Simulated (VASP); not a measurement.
Here is a VASP 6.6.1 calculation.

File INCAR:

```
SYSTEM = LiF
PREC = Accurate ; ENCUT = 520
EDIFF = 1E-6 ; ISMEAR = 0
SIGMA = 0.05 ; LREAL = .False.
LASPH = .True. ; NELM = 100
ALGO = Normal ; ISIF = 2
LWAVE = .False. ; LCHARG = .True.
GGA = PE ; LELF = .True.
LVHAR = .True. ; NBANDS = 12
```

File KPOINTS:

```
regular mesh
0
Gamma
  10 10 10
  0 0 0
```

File POSCAR:

```
LiF
1.0
    0.0000000000      2.0140000000      2.0140000000
    2.0140000000      0.0000000000      2.0140000000
    2.0140000000      2.0140000000      0.0000000000
Li F
1 1
Direct
    0.0000000000      0.0000000000      0.0000000000
    0.4689672294      0.4689672294      0.5310327706
```

Potentials or basis: VASP PAW PBE potentials, release 64 (Li_sv, F).

Run with:

```sh
$ cat potpaw_PBE.64/Li_sv/POTCAR potpaw_PBE.64/F/POTCAR > POTCAR
$ mpirun -np 1 vasp_std > vasp.out
```

Task: What does it give for the band gap on the k mesh?

Result: 9.06 eV, direct.

Task: What does it give for the largest force?

Result: 0.243 eV/Å.

Forces in eV/Å, atoms in the order of the input:
```
Li   0.000  0.000 -0.243
F    0.000  0.000  0.243
```

 A k mesh can miss the band edges.
